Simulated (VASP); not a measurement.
# Mo in VASP: single point with RPBE

Aim: the single point of Mo with RPBE.

All numbers are computed with VASP 6.6.1; they aren't measurements. Logs are shortened: lines on timing, memory, paths and dates and some standing lists are left out, and cuts for length are marked.

**1. The cell of the first run**

The cell holds a slab with vacuum, 10 atoms: a = 4.490 Å, b = 4.490 Å, c = 23.349 Å, α = 90.00°, β = 90.00°, γ = 90.00°.

The slab is cut from a database's or a generator's crystal, which needn't be the stable form of the element.

**2. Single point, RPBE (clean slab, lower half held)**

INCAR reads:

```
PREC = Accurate
ENCUT = 520
EDIFF = 1E-6
ISMEAR = 0
SIGMA = 0.1
LREAL = F
LASPH = T
NELM = 100
ALGO = Fast
ISIF = 2
LWAVE = F
LCHARG = T
LDIPOL = T
IDIPOL = 3
DIPOL = 0.5 0.5 0.498
GGA = RP
LELF = T
LVHAR = T
LVACPOTAV = T
NBANDS = 81
```

KPOINTS reads:

```
Automatic mesh
0
Gamma
  7 7 1
```

POSCAR reads:

```
Mo
1.0
    4.4897080658      0.0000000000      0.0000000000
    0.0000000000      4.4897080658      0.0000000000
    0.0000000000      0.0000000000     23.3494060378
Mo
10
Direct
    0.0000000000      0.5000000000      0.3640349560
    0.5000000000      0.0000000000      0.3640349560
    0.0000000000      0.0000000000      0.4320174780
    0.5000000000      0.5000000000      0.4320174780
    0.0000000000      0.5000000000      0.4980624328
    0.5000000000      0.0000000000      0.4980624328
    0.0000000000      0.0000000000      0.5691424558
    0.5000000000      0.5000000000      0.5691424558
    0.0000000000      0.5000000000      0.6279670860
    0.5000000000      0.0000000000      0.6279670860
```

Potentials or basis: VASP PAW PBE potentials, release 64 (Mo_sv).

Run with:

```console
$ cat potpaw_PBE.64/Mo_sv/POTCAR > POTCAR
$ mpirun -np 1 vasp_std > vasp.out
```

OUTCAR:

```text
PREC = Accurate
   ENCUT = 520
   EDIFF = 1E-6
   ISMEAR = 0
   LREAL = F
   LASPH = T
   NELM = 100
   ISIF = 2
   GGA = RP

 ion  position               nearest neighbor table
   1  0.000  0.500  0.364-   3 2.75   4 2.75   3 2.75   4 2.75   5 3.13   2 3.17   2 3.17   2 3.17
                             2 3.17
   2  0.500  0.000  0.364-   3 2.75   4 2.75   4 2.75   3 2.75   6 3.13   1 3.17   1 3.17   1 3.17
                             1 3.17
   3  0.000  0.000  0.432-   5 2.72   6 2.72   5 2.72   6 2.72   1 2.75   1 2.75   2 2.75   2 2.75
                             4 3.17   4 3.17   4 3.17   4 3.17   7 3.20
   4  0.500  0.500  0.432-   5 2.72   6 2.72   6 2.72   5 2.72   2 2.75   1 2.75   1 2.75   2 2.75
                             3 3.17   3 3.17   3 3.17   3 3.17   8 3.20
   5  0.000  0.500  0.498-   3 2.72   4 2.72   3 2.72   4 2.72   7 2.79   7 2.79   8 2.79   8 2.79
                             9 3.03   1 3.13   6 3.17   6 3.17   6 3.17   6 3.17
   6  0.500  0.000  0.498-   3 2.72   4 2.72   4 2.72   3 2.72   7 2.79   8 2.79   8 2.79   7 2.79
                            10 3.03   2 3.13   5 3.17   5 3.17   5 3.17   5 3.17
   7  0.000  0.000  0.569-   9 2.63  10 2.63   9 2.63  10 2.63   5 2.79   5 2.79   6 2.79   6 2.79
                             8 3.17   8 3.17   8 3.17   8 3.17   3 3.20
   8  0.500  0.500  0.569-   9 2.63  10 2.63  10 2.63   9 2.63   6 2.79   5 2.79   5 2.79   6 2.79
                             7 3.17   7 3.17   7 3.17   7 3.17   4 3.20
   9  0.000  0.500  0.628-   7 2.63   8 2.63   7 2.63   8 2.63   5 3.03  10 3.17  10 3.17  10 3.17
                            10 3.17
  10  0.500  0.000  0.628-   7 2.63   8 2.63   8 2.63   7 2.63   6 3.03   9 3.17   9 3.17   9 3.17
                             9 3.17
[... 7 lines left out ...]
 A1 = (   4.4897080658,   0.0000000000,   0.0000000000)
 A2 = (   0.0000000000,   4.4897080658,   0.0000000000)
 A3 = (   0.0000000000,   0.0000000000,  23.3494060378)

Analysis of symmetry for initial positions (statically):
=====================================================================
 Subroutine PRICEL returns following result:

  LATTYP: Found a simple tetragonal cell.
 ALAT       =     3.1747030189
 C/A-ratio  =     7.3548315855

  Lattice vectors:

 A1 = (   2.2448540329,  -2.2448540329,   0.0000000000)
 A2 = (   2.2448540329,   2.2448540329,   0.0000000000)
 A3 = (   0.0000000000,   0.0000000000,  23.3494060378)

   2 primitive cells build up your supercell.

 Routine SETGRP: Setting up the symmetry group for a
 simple tetragonal supercell.

 Subroutine GETGRP returns: Found  8 space group operations
 (whereof  8 operations were pure point group operations)
 out of a pool of 16 trial point group operations.

The static configuration has the point symmetry C_4v.

Analysis of symmetry for dynamics (positions and initial velocities):
=====================================================================
 Subroutine PRICEL returns following result:

  LATTYP: Found a simple tetragonal cell.
 ALAT       =     3.1747030189
 C/A-ratio  =     7.3548315855

  Lattice vectors:

 A1 = (   2.2448540329,  -2.2448540329,   0.0000000000)
 A2 = (   2.2448540329,   2.2448540329,   0.0000000000)
 A3 = (   0.0000000000,   0.0000000000,  23.3494060378)

   2 primitive cells build up your supercell.

 Routine SETGRP: Setting up the symmetry group for a
 simple tetragonal supercell.

 Subroutine GETGRP returns: Found  8 space group operations
 (whereof  8 operations were pure point group operations)
 out of a pool of 16 trial point group operations.

The dynamic configuration has the point symmetry C_4v.

 Subroutine INISYM returns: Found  8 space group operations
 (whereof  8 operations are pure point group operations),
 and found     2 'primitive' translations

----------------------------------------------------------------------------------------

                                     Primitive cell

  volume of cell :     235.3326

  direct lattice vectors                    reciprocal lattice vectors
     2.244854033 -2.244854033  0.000000000     0.222731631 -0.222731631  0.000000000
     2.244854033  2.244854033  0.000000000     0.222731631  0.222731631  0.000000000
     0.000000000  0.000000000 23.349406038     0.000000000  0.000000000  0.042827642

  length of vectors
     3.174703019  3.174703019 23.349406038     0.314990093  0.314990093  0.042827642

  position of ions in fractional coordinates (direct lattice)
[... 31 lines left out ...]

  Shift w.r.t. Gamma in fractional coordinates (k-lattice)
     0.000000000  0.000000000  0.000000000

 Subroutine IBZKPT returns following result:
 ===========================================

 Found     10 irreducible k-points:

 Following reciprocal coordinates:
            Coordinates               Weight
  0.000000  0.000000  0.000000      1.000000
  0.142857  0.000000  0.000000      4.000000
  0.285714  0.000000  0.000000      4.000000
  0.428571  0.000000  0.000000      4.000000
  0.142857  0.142857  0.000000      4.000000
  0.285714  0.142857  0.000000      8.000000
  0.428571  0.142857  0.000000      8.000000
  0.285714  0.285714  0.000000      4.000000
  0.428571  0.285714  0.000000      8.000000
  0.428571  0.428571  0.000000      4.000000
   k-points           NKPTS =     10   k-points in BZ     NKDIM =     10   number of bands    NBANDS=     81
   number of dos      NEDOS =    301   number of ions     NIONS =     10
   total plane-waves  NPLWV = 233280
   dimension x,y,z NGX =    36 NGY =   36 NGZ =  180
   dimension x,y,z NGXF=    72 NGYF=   72 NGZF=  360
   ions per type =              10
   NGX,Y,Z   is equivalent  to a cutoff of  13.33, 13.33, 12.82 a.u.
   NGXF,Y,Z  is equivalent  to a cutoff of  26.66, 26.66, 25.63 a.u.
 SYSTEM =  unknown system
   PREC   = accura    normal or accurate (medium, high low for compatibility)
   ISTART =      0    job   : 0-new  1-cont  2-samecut
   ICHARG =      2    charge: 1-file 2-atom 10-const
   ISPIN  =      1    spin polarized calculation?
   LNONCOLLINEAR =      F non collinear calculations
   LSORBIT =      F    spin-orbit coupling
   LASPH  =      T    aspherical Exc in radial PAW
   ENCUT  =  520.0 eV  38.22 Ry    6.18 a.u.   8.35  8.35 43.41*2*pi/ulx,y,z
   NELM   =    100;   NELMIN=  2; NELMDL= -5     # of ELM steps
   EDIFF  = 0.1E-05   stopping-criterion for ELM
   LREAL  =      F    real-space projection
   EDIFFG = 0.1E-04   stopping-criterion for IOM
   NSW    =      0    number of steps for IOM
   IBRION =     -1    ionic relax: 0-MD 1-quasi-New 2-CG
   NFREE  =      0    steps in history (QN), initial steepest desc. (CG)
   ISIF   =      2    stress and relaxation
   ISYM   =      2    0-nonsym 1-usesym 2-fastsym
   POTIM  = 0.5000    time-step for ionic-motion
   TEBEG  =    0.0;   TEEND  =   0.0 temperature during run
   PSTRESS=    0.0 pullay stress
   NELECT =     140.0000    total number of electrons
   NUPDOWN=      -1.0000    fix difference up-down
   EMIN   =  10.00;   EMAX   =-10.00  energy-range for DOS
   EFERMI =   0.00;   METHOD = LEGACY
   ISMEAR =     0;   SIGMA  =   0.10  broadening in eV -4-tet -1-fermi 0-gaus
   EFERMI_NEDOS =   21; number of points for ismear=-14 and -15
   IALGO  =     68    algorithm
   IMIX   =      4    mixing-type and parameters
     AMIX     =   0.40;   BMIX     =  1.00
     AMIX_MAG =   1.60;   BMIX_MAG =  1.00
  volume/ion in A,a.u.               =      47.07       317.62
  Fermi-wavevector in a.u.,A,eV,Ry     =   1.092815  2.065122 16.248698  1.194246
  Thomas-Fermi vector in A             =   2.229088
   LORBIT       =      0    0 simple, 1 ext, 2 COOP (PROOUT), +10 PAW based schemes
   GGA     = RP    functional components
   LHFCALC =     F    Hartree Fock is set to
   AEXX    =    0.0000 exact exchange contribution
   IVDW    =     0    specifies the selected vdW correction
   LEPSILON=     F    determine dielectric tensor
   LRPA    =     F    only Hartree local field effects (RPA)
 non-spin polarized calculation
 RMM-DIIS sequential band-by-band and
 Gauss-broadening in eV      SIGMA  =   0.10
  energy-cutoff  :      520.00
  volume of cell :      470.67
 maximum number of plane-waves:     12731
 NGX is ok and might be reduce to    36
   NGX = 17   NGY = 17   NGZ = 87

 dipolmoment           0.000000      0.000000      0.021032 electrons x Angstroem

 number of electron     140.0000018 magnetization

 dipolmoment           0.000000      0.000000     -0.011410 electrons x Angstroem

 Free energy of the ion-electron system (eV)
  ---------------------------------------------------
  ext. energy  EPLUGINS =         0.00000000
  ---------------------------------------------------
  free energy    TOTEN  =       -95.63276360 eV

  energy without entropy =      -95.55380745  energy(sigma->0) =      -95.59328553

 E-fermi :   1.7551     XC(G=0):  -5.4662

 val. band max:        1.7177250197   @ k =   0.4286   0.1429   0.0000
 cond. band min:       1.7628418081   @ k =   0.0000   0.0000   0.0000
 fundamental gap:      0.0451167884
 Fermi energy:         1.7550717411

 k-point     1 :       0.0000    0.0000    0.0000
  band No.  band energies     occupation
      1     -59.4746      2.00000
      2     -59.3449      2.00000
      3     -59.2622      2.00000
      4     -59.1911      2.00000
      5     -59.1887      2.00000
      6     -59.1303      2.00000
[... 829 lines left out ...]
     80       3.4133      0.00000
     81       3.4641      0.00000

------------------------ aborting loop because EDIFF is reached ----------------------------------------

  FORCE on cell =-STRESS in cart. coord.  units (eV):
  Direction    XX          YY          ZZ          XY          YZ          ZX
  --------------------------------------------------------------------------------------
  -------------------------------------------------------------------------------------
  Total       -9.3417420     -9.3417420     -3.1561990      0.0000000      0.0000000      0.0000000
  in kB      -31.7999477    -31.7999477    -10.7439239      0.0000000      0.0000000      0.0000000
  external PRESSURE =     -24.7812731 kB  Pullay stress =       0.0000000 kB

 VOLUME and BASIS-vectors are now :
 -----------------------------------------------------------------------------
  energy-cutoff  :      520.00
  volume of cell :      470.67
      direct lattice vectors                 reciprocal lattice vectors
     4.489708066  0.000000000  0.000000000     0.222731631  0.000000000  0.000000000
     0.000000000  4.489708066  0.000000000     0.000000000  0.222731631  0.000000000
     0.000000000  0.000000000 23.349406038     0.000000000  0.000000000  0.042827642

 POSITION                                       TOTAL-FORCE (eV/Angst)
 -----------------------------------------------------------------------------------
      0.00000      2.24485      8.50000        -0.000000      0.000000      1.066512
      2.24485      0.00000      8.50000        -0.000000      0.000000      1.066512
      0.00000      0.00000     10.08735        -0.000000     -0.000000     -1.097203
      2.24485      2.24485     10.08735         0.000000     -0.000000     -1.097203
      0.00000      2.24485     11.62946        -0.000000      0.000000      0.003609
      2.24485      0.00000     11.62946        -0.000000      0.000000      0.003609
      0.00000      0.00000     13.28914         0.000000      0.000000     -0.011400
      2.24485      2.24485     13.28914        -0.000000      0.000000     -0.011400
      0.00000      2.24485     14.66266        -0.000000     -0.000000      0.038482
      2.24485      0.00000     14.66266         0.000000     -0.000000      0.038482
 -----------------------------------------------------------------------------------
    total drift:                                0.000000     -0.000000      0.001306

  FREE ENERGIE OF THE ION-ELECTRON SYSTEM (eV)
  ---------------------------------------------------
  free  energy   TOTEN  =       -95.6327636039 eV

  energy  without entropy=      -95.5538074478  energy(sigma->0) =      -95.59328553

 vacuum level on the upper side and lower side of the slab         5.454         5.557
```

Run time: 18 min. Hardware: 1 thread of Intel Xeon 6975P-C (Granite Rapids), shared host; peak memory 0.66 GiB.

Results:

* Free energy: -95.6328 eV
* Largest force: 1.097 eV/Å
* Band gap on the k mesh: none (metal or under the smearing width)
* Work function of the upper face: 3.70 eV
* Work function of the lower face: 3.80 eV

Forces in eV/Å, atoms in the order of the input:
```
Mo   0.000  0.000  1.067
Mo   0.000  0.000  1.067
Mo   0.000  0.000 -1.097
Mo   0.000  0.000 -1.097
Mo   0.000  0.000  0.004
Mo   0.000  0.000  0.004
Mo   0.000  0.000 -0.011
Mo   0.000  0.000 -0.011
Mo   0.000  0.000  0.038
Mo   0.000  0.000  0.038
```

Levels at points of the mesh, in eV from the Fermi level:
| k point | band 67 | band 68 | band 69 | band 70 | band 71 | band 72 |
| --- | --- | --- | --- | --- | --- | --- |
| (0.00, 0.00, 0.00) | -0.34 | -0.09 | -0.09 | -0.09 | -0.04 | 0.01 |

Caveat: the PAW data sets were made with another functional, which shifts forces and pressure a little.
